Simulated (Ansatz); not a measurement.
# Na: trigonal deformation path

Computed with DFT PBE, scalar-relativistic, plane waves, PAW (Ansatz 0.2.0). The runs took a 420 eV cutoff, a Γ-centred 18×18×18 mesh and Gaussian smearing (0.15 eV). No spin polarisation. Energies are free energies at this smearing, counted from the undisturbed cell; pressure is positive in compression.

Zero of the scan (as given, not relaxed at this level; it stands at -0.2 GPa):

```
CELL_PARAMETERS angstrom
-2.11750 2.11750 2.11750
2.11750 -2.11750 2.11750
2.11750 2.11750 -2.11750
ATOMIC_POSITIONS crystal
Na 0.00000 0.00000 0.00000
```

At fixed volume and fractional coordinates, lengths along (0.577, 0.577, 0.577) are scaled against those across it; ρ is that ratio over its starting value. The cell is metallic on the mesh throughout. At ρ = 2.000 the cell becomes cubic (Pm-3m), and there the slope of the energy vanishes by symmetry.

| ρ | ΔE (meV/atom) | pressure (GPa) |
| --- | --- | --- |
| 0.500 | 804.9 | 2.9 |
| 0.600 | 386.2 | 1.2 |
| 0.710 | 152.7 | 0.4 |
| 0.850 | 29.5 | -0.1 |
| 0.930 | 5.6 | -0.2 |
| 1.000 | 0.0 | -0.2 |
| 1.080 | 5.5 | -0.2 |
| 1.200 | 24.6 | -0.1 |
| 1.410 | 65.6 | 0.1 |
| 1.700 | 106.0 | 0.2 |
| 2.000 | 118.9 | 0.3 |